## Why does sliding bilayer graphene cost so little in one direction and so much in another?

I slid the upper layer of bilayer graphene over the lower one and relaxed the heights of all atoms at each step. Slide u and slide v count the shift in fractions of the two cell vectors. The energy is per cell of four atoms, counted from the lowest stacking.

Bilayer graphene, computed with Ansatz 0.2.0 using PBE+D3(BJ), PAW, a 420 eV plane-wave cutoff, a 15×15×1 k mesh and 0.1 eV Gaussian smearing, without spin polarisation and with a dipole correction along z. All atomic heights are relaxed at each slide. Energies are per four-atom cell, relative to the lowest stacking; binding is relative to the two layers apart.

```tsv
slide u (fractional)	slide v (fractional)	result energy (eV)	result layer distance (Å)	result binding (meV/angstrom^2)
0.0000	0.0000	0.000	3.390	-19.100
0.0000	0.1667	0.002	3.410	-18.800
0.0000	0.3333	0.005	3.460	-18.170
0.0000	0.5000	0.006	3.480	-17.880
0.1667	0.3333	0.002	3.420	-18.790
0.5000	0.3333	0.011	3.540	-17.050
0.6667	0.3333	0.013	3.570	-16.570
```

The starting point is AB stacking: one atom of each layer faces an atom of the other, and its partner faces the centre of a hexagon. At (0.6667, 0.3333) every atom faces an atom, which is AA stacking. I understand that AA is bad if facing atoms repel. But then why is AB the lowest of all, with half its atoms still face to face? At (0.1667, 0.3333) no atom sits exactly on another, yet the energy is higher than in AB. And why does that row cost almost the same as (0, 0.1667), which is a much shorter slide?

## Answer

Counting the atoms that face each other covers only half of the balance. You also have to count what an atom gains when it sits over the open centre of a hexagon, and that gain is larger than the loss at a facing atom.

The repulsion itself is standard physics. Each layer carries a cloud of filled π states above and below its plane. Where two such clouds overlap, the Pauli principle raises the energy, most strongly where atom faces atom. The dispersion attraction is a sum over many distant pairs of atoms, so it changes much less when one layer shifts sideways at a fixed distance.

The layer distance fits this picture. It grows with the energy in every row, by 0.18 Å in all from AB to AA, as if the layers stepped back from a more crowded contact. A weaker attraction could also let them drift apart, so the distance supports the argument without proving it. The binding column adds no second witness, because it is the same energy counted from separated layers and divided by the area.

**Why one hollow outweighs one facing atom**

Seen from the other layer, more than 3 Å away, a graphene sheet is not a set of sharp bumps. Fine detail in the electron cloud fades quickly with height, and the longest ripples survive best. In graphene these are three waves running in directions 60° apart. Together they form the smoothest pattern that has the symmetry of the lattice.

All three waves have their trough at the centre of a hexagon. If each has a height of one, an atom placed there feels a crowding of −3, measured from the average over the sheet. On top of an atom each wave stands at +½, which makes +1.5. The difference in size follows from geometry: a cell has two atoms but only one hexagon centre, and these three sites lie a third of a wavelength apart along each wave, so their values must add to zero.

Now add up the two upper atoms of a cell. In AB, one feels +1.5 and the other −3, which gives −1.5. In AA both feel +1.5, which gives +3. AB is lowest because its one hollow seat more than pays for its one crowded seat.

At (0.1667, 0.3333) neither upper atom faces an atom, but neither has a full hollow any more. Each feels about −0.5, so the sum is −1, slightly worse than AB. Giving up the hollow costs a little more than leaving the facing atom gains.

**A shortcut: watch the hexagon centre**

Because the three sites add to zero, the crowding of the two upper atoms is the exact opposite of what an atom would feel at the centre of the upper hexagon. You can therefore follow that one empty point instead of two atoms. The energy is high when the upper centre lies over a lower centre, and low when it lies over a lower atom.

In AB the upper centre lies over an atom, and in AA it lies over a centre. At (0.1667, 0.3333) it lies over the middle of a C–C bond. If you keep sliding the same way, it reaches the next atom, and the bilayer is again in an AB-type stacking, the mirror twin usually called BA. Your row is the saddle between the two, and the easy way to slide is to lead the upper centre along the bonds of the lower layer.

This also explains the row (0, 0.5), which is easily mistaken for the sliding barrier. It is the midpoint of a straight slide by one whole cell vector. On that route the upper centre cuts across the inside of a lower hexagon, and the energy reaches 6.43 meV. A bent route along two bonds ends at the same place but only has to cross two saddles of 1.63 meV each.

**An estimate for the saddle**

Let $p$ and $q$ be the position of the upper hexagon centre relative to a lower one, in fractions of the cell vectors. With your columns, $p = u - 2/3$ and $q = v - 1/3$. The summed crowding is then

$$S = \cos 2\pi p + \cos 2\pi q + \cos 2\pi (p-q).$$

Once only the three longest waves are kept, symmetry fixes the pattern but not its strength. I take the strength from the two extreme rows, AB with $S=-1.5$ and AA with $S=3$, which differ by 13.32 meV per cell. At the saddle $p=-1/2$ and $q=0$, so $S=-1+1-1=-1$. The estimate is

$$E = 13.32\ \text{meV}\times\frac{-1+1.5}{3+1.5} \approx 1.48\ \text{meV}.$$

The calculation gives 1.63 meV, about a tenth more, and this row played no part in setting the scale. The saddle is so much lower than AA because it lies only one ninth of the way up the scale of crowding.

The same formula accounts for the near tie that puzzled you. At (0, 0.1667) the two upper atoms feel −2 and +1, quite unlike the two equal seats at the saddle, but the sum is again −1. In this pattern, all positions of the upper centre on a straight line between the midpoints of neighbouring bonds have the same energy, and both rows lie on such lines. The computed energies differ by only 0.06 meV, and I would read nothing into which is higher.

**Where the simple picture falls short**

All five intermediate rows lie above the estimate, by at most about 0.5 meV. My guess is that the relaxed heights are behind this. Layers that can move apart relieve the most crowded stacking most, which lowers AA, and AA sets the scale for all the others. Shorter ripples in the electron cloud could have a similar effect, and a map at fixed layer distance would help to tell the two apart. I have no convergence test for the k mesh or the wave cutoff, so part of these small misfits may also be numerical.

The overall scale deserves more caution than the pattern. AA lies 3.33 meV per atom above AB here, and I would expect more accurate methods, such as quantum Monte Carlo, to give a larger difference. A density functional with an added dispersion term can misjudge such a small difference. The order of the stackings is safer, since it rests largely on symmetry and on the fact that facing atoms repel.

**What this means for a real bilayer**

A barrier of 1.63 meV per cell looks negligible beside the thermal energy at room temperature, about 26 meV. But the atoms of a rigid layer must all cross together, so the barrier grows with the contact area, to about 31 meV for each square nanometre. Large sheets therefore tend to shift piece by piece, with narrow boundaries between AB and BA regions.

This matters for bilayer graphene as a transistor channel. A vertical electric field opens a band gap in AB and BA regions, but the boundaries between them can carry current through that gap. The low saddle is one reason why such boundaries form easily, so stacking has to be controlled along with the field.

The printed output below lists the crowding of both upper atoms, the computed energies with the finer digits used above, and the three-wave estimate for every row, scaled to AB and AA alone.

The analysis program printed:

```
Crowding of the two upper atoms:
     row     atom 3      atom 4         sum
     0.0        1.5          -3        -1.5
     0.0     0.9998          -2     -0.9998
     0.0  0.0001814  -0.0003628  -0.0001814
     0.0       -0.5           1         0.5
  0.1667    -0.4996     -0.5004          -1
     0.5          1           1           2
  0.6667        1.5         1.5           3
Energy in meV per cell:
     row  computed  three-wave estimate  computed less estimate
     0.0         0                    0                       0
     0.0      1.57                1.481                 0.08946
     0.0      4.86                4.439                  0.4205
     0.0      6.43                 5.92                    0.51
  0.1667      1.63                 1.48                    0.15
     0.5     10.78                10.36                  0.4195
  0.6667     13.32                13.32                       0
AA above AB in meV per cell: 13.32
AA above AB in meV per atom: 3.33
saddle above AB in meV per cell: 1.63
saddle as percent of the AA height: 12.24
saddle less the row 0 and 0.1667 in meV per cell: 0.06
saddle barrier in meV per square nanometre: 30.96
growth of layer distance from AB to AA in angstrom: 0.18
growth of layer distance from AB to AA in percent: 5.31
binding left at AA in percent of that at AB: 86.75
smallest miss of the five intermediate rows in meV: 0.08946
largest miss of the five intermediate rows in meV: 0.51
```
